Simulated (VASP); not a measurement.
Ca: relaxation of cell and atoms with RPBE

The system is Ca.

```
Ca
1.0
     0.00000    2.79420    2.79420
     2.79420    0.00000    2.79420
     2.79420    2.79420    0.00000
Ca
1
Direct
  0.00000 0.00000 0.00000
```

```
Program                : VASP 6.6.1
Task                   : relaxation of cell and atoms
Functional             : RPBE
Potentials or basis    : VASP PAW PBE potentials, release 64 (Ca_sv)
Cutoff                 : 600 eV
k mesh                 : 12 × 12 × 12
Occupations            : methfessel-paxton, width 0.1 eV
Spin                   : no spin polarisation
Further INCAR settings : ALGO = Normal; EDIFF = 1e-06; IBRION = 2; EDIFFG = -0.01; NSW = 90; ISIF = 3
```

- Relaxed volume: 44.55 Å³/atom
- Relaxed cell: a = 3.979 Å, b = 3.979 Å, c = 3.979 Å, α = 60.00°, β = 60.00°, γ = 60.00°
- Space group after relaxing (to 0.05 Å): Fm-3m (No. 225)
- Energy gained by relaxing: 0.9 meV/atom
- Ionic steps: 3
- Pressure after relaxing: 0.0 GPa
- Band gap on the k mesh: none (metal or under the smearing width)

The path:
```
step  energy change (eV)  largest force (eV/Å)  pressure (GPa)  volume (Å³)
   1              0.0000                0.0000            0.35        43.63
   2             -0.0008                0.0000            0.11        44.23
   3             -0.0009                0.0000           -0.01        44.55
```

Final structure:
```cif
data_structure
_symmetry_space_group_name_H-M 'P 1'
_symmetry_Int_Tables_number 1
_cell_length_a 3.9792
_cell_length_b 3.9792
_cell_length_c 3.9792
_cell_angle_alpha 60.000
_cell_angle_beta 60.000
_cell_angle_gamma 60.000
_cell_volume 44.55
loop_
_atom_site_label
_atom_site_type_symbol
_atom_site_fract_x
_atom_site_fract_y
_atom_site_fract_z
_atom_site_occupancy
Ca1 Ca 0.00000 0.00000 0.00000 1
```

Levels at points of the mesh, in eV from the Fermi level:
| k point | band 3 | band 4 | band 5 | band 6 | band 7 | band 8 |
| --- | --- | --- | --- | --- | --- | --- |
| (0.00, 0.00, 0.00) | -23.13 | -23.13 | -3.92 | 2.31 | 2.31 | 2.31 |
| (0.50, 0.00, 0.00) | -23.15 | -23.15 | -0.93 | -0.22 | 2.20 | 2.20 |
| (0.50, 0.50, 0.00) | -23.17 | -23.17 | -0.39 | 0.64 | 0.86 | 3.94 |

Run time: 39 s on 1 thread of Intel(R) Xeon(R) Platinum 8488C (Sapphire Rapids), on a shared host, peak memory 0.2 GiB.

Caveat: the PAW data sets were made with another functional, which shifts forces and pressure a little. Zero-point motion and thermal expansion aren't in these numbers.
